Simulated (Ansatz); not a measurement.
# TiO: convergence and cost

Aim, for TiO: see how the occupation rule and width moves the results.

Computed with Ansatz 0.2.0 (DFT r2SCAN, scalar-relativistic, plane waves, PAW, unless a step's input says otherwise).

1 further run of the same task is left out (it didn't finish).

## Step 1: The system as given

The structure is hexagonal, space group P-62m (No. 189). Conventional cell: a = 4.989 Å, b = 4.989 Å, c = 2.873 Å, α = 90.00°, β = 90.00°, γ = 120.00°. Ti (site symmetry -6) is surrounded by 6 O at 2.10 Å. Around Ti (site symmetry -62m) lie 3 O at 1.97 Å. O (site symmetry m2m) has 5 Ti at 1.97 to 2.10 Å as nearest neighbours.

Structure file:

```cif
data_structure
_symmetry_space_group_name_H-M 'P 1'
_symmetry_Int_Tables_number 1
_cell_length_a 4.9891
_cell_length_b 4.9891
_cell_length_c 2.8733
_cell_angle_alpha 90.000
_cell_angle_beta 90.000
_cell_angle_gamma 120.000
_cell_volume 61.94
loop_
_atom_site_label
_atom_site_type_symbol
_atom_site_fract_x
_atom_site_fract_y
_atom_site_fract_z
_atom_site_occupancy
Ti1 Ti 0.66667 0.33333 0.50000 1
Ti2 Ti 0.33333 0.66667 0.50000 1
Ti3 Ti 0.00000 0.00000 0.00000 1
O1 O 0.60556 0.60556 0.00000 1
O2 O 0.39444 0.00000 0.00000 1
O3 O 0.00000 0.39444 0.00000 1
```

Source of the structure: the Materials Project (structure only). It is taken as it stands there.

## Step 2: The base input

File input.yaml:

```yaml
crystal:
  lattice:
    - [4.989087772, 0.0, 0.0]
    - [-2.494543886, 4.3206767523, 0.0]
    - [0.0, 0.0, 2.87331344]
  atoms:
    - { symbol: Ti, position: [0.66666667, 0.33333333, 0.5] }
    - { symbol: Ti, position: [0.33333333, 0.66666667, 0.5] }
    - { symbol: Ti, position: [0.0, 0.0, 0.0] }
    - { symbol: O, position: [0.60555924, 0.60555924, 0.0] }
    - { symbol: O, position: [0.39444076, 0.0, 0.0] }
    - { symbol: O, position: [0.0, 0.39444076, 0.0] }
basis:
  ecutwfc: 500
kpoints:
  mp_grid: { grid: [12, 12, 12] }
hamiltonian:
  xc: r2scan
scf:
  occupations: { method: gaussian, width: 0.1 }
output:
  forces: true
  stress: true
  eigenvalues: true
  populations: true
  write_density: true
  write_potential: true
  elf: true
  volumetric_format: npy
```

It was run beforehand and gave: -1537.9889 eV/atom at zero smearing, pressure -1.51 GPa, largest force 0.034 eV/Å, no gap on the mesh, in 9 SCF cycles and 2.1 min.

## Step 3: Occupation rule and width set to Gaussian 0.01 eV

File input.yaml:

```yaml
crystal:
  lattice:
    - [4.989087772, 0.0, 0.0]
    - [-2.494543886, 4.3206767523, 0.0]
    - [0.0, 0.0, 2.87331344]
  atoms:
    - { symbol: Ti, position: [0.6666666667, 0.3333333333, 0.5] }
    - { symbol: Ti, position: [0.3333333333, 0.6666666667, 0.5] }
    - { symbol: Ti, position: [0.0, 0.0, 0.0] }
    - { symbol: O, position: [0.60555924, 0.60555924, 0.0] }
    - { symbol: O, position: [0.39444076, 0.0, 0.0] }
    - { symbol: O, position: [0.0, 0.39444076, 0.0] }
basis:
  ecutwfc: 500
kpoints:
  mp_grid: { grid: [12, 12, 12] }
hamiltonian:
  xc: r2scan
scf:
  occupations: { method: gaussian, width: 0.01 }
output:
  forces: true
  stress: true
  eigenvalues: true
```

Run with:

```bash
$ ansatz run input.yaml --threads 1 --pin off --max-ram 2560MiB --backend cpu --events-out ev --progress --plain --runs-dir out
```

## Step 4: Occupation rule and width set to Gaussian 0.02 eV

input.yaml: that of step 3 with these lines changed.

```diff
@@ -19,3 +19,3 @@
 scf:
-  occupations: { method: gaussian, width: 0.01 }
+  occupations: { method: gaussian, width: 0.02 }
 output:
```

## Step 5: Occupation rule and width: Gaussian 0.3 eV

input.yaml: that of step 4 with these lines changed.

```diff
@@ -19,3 +19,3 @@
 scf:
-  occupations: { method: gaussian, width: 0.02 }
+  occupations: { method: gaussian, width: 0.3 }
 output:
```

## Step 6: Occupation rule and width set to Fermi–Dirac 0.02 eV

input.yaml: that of step 5 with these lines changed.

```diff
@@ -19,3 +19,3 @@
 scf:
-  occupations: { method: gaussian, width: 0.3 }
+  occupations: { method: fermi_dirac, width: 0.02 }
 output:
```

## Step 7: Occupation rule and width set to Fermi–Dirac 0.2 eV

input.yaml: that of step 6 with these lines changed.

```diff
@@ -19,3 +19,3 @@
 scf:
-  occupations: { method: fermi_dirac, width: 0.02 }
+  occupations: { method: fermi_dirac, width: 0.2 }
 output:
```

## Step 8: Occupation rule and width: Fermi–Dirac 0.3 eV

input.yaml: that of step 7 with these lines changed.

```diff
@@ -19,3 +19,3 @@
 scf:
-  occupations: { method: fermi_dirac, width: 0.2 }
+  occupations: { method: fermi_dirac, width: 0.3 }
 output:
```

## Step 9: Occupation rule and width: Methfessel–Paxton 0.02 eV

input.yaml: that of step 8 with these lines changed.

```diff
@@ -19,3 +19,3 @@
 scf:
-  occupations: { method: fermi_dirac, width: 0.3 }
+  occupations: { method: methfessel_paxton, width: 0.02 }
 output:
```

## Step 10: Occupation rule and width: Methfessel–Paxton 0.3 eV

input.yaml: that of step 9 with these lines changed.

```diff
@@ -19,3 +19,3 @@
 scf:
-  occupations: { method: methfessel_paxton, width: 0.02 }
+  occupations: { method: methfessel_paxton, width: 0.3 }
 output:
```

## Step 11: Occupation rule and width set to cold 0.01 eV

input.yaml: that of step 10 with these lines changed.

```diff
@@ -19,3 +19,3 @@
 scf:
-  occupations: { method: methfessel_paxton, width: 0.3 }
+  occupations: { method: cold, width: 0.01 }
 output:
```

## Step 12: Occupation rule and width set to cold 0.02 eV

input.yaml: that of step 11 with these lines changed.

```diff
@@ -19,3 +19,3 @@
 scf:
-  occupations: { method: cold, width: 0.01 }
+  occupations: { method: cold, width: 0.02 }
 output:
```

## Step 13: Occupation rule and width set to cold 0.05 eV

input.yaml: that of step 12 with these lines changed.

```diff
@@ -19,3 +19,3 @@
 scf:
-  occupations: { method: cold, width: 0.02 }
+  occupations: { method: cold, width: 0.05 }
 output:
```

## Step 14: Occupation rule and width set to tetrahedron

input.yaml: that of step 13 with these lines changed.

```diff
@@ -19,3 +19,3 @@
 scf:
-  occupations: { method: cold, width: 0.05 }
+  occupations: { method: tetrahedron }
 output:
```

(Steps that only read results are left out.)

Q: Predict the outcome of the series: the values and the trend.

**Answer**, as computed:

| quantity | value |
| --- | --- |
| largest energy shift, occupation rule and width | 13.3 meV/atom at Fermi–Dirac 0.3 |

**Reading.** Smearing shifts the free energy by as much as 32.6 meV/atom (Fermi–Dirac 0.3); extrapolating to zero width leaves 13.3 at most. In a metal, forces and stress under tetrahedra need not match the slope of their energy. Spin polarisation is off in the runs that give these values; a magnetic solution could lie lower.
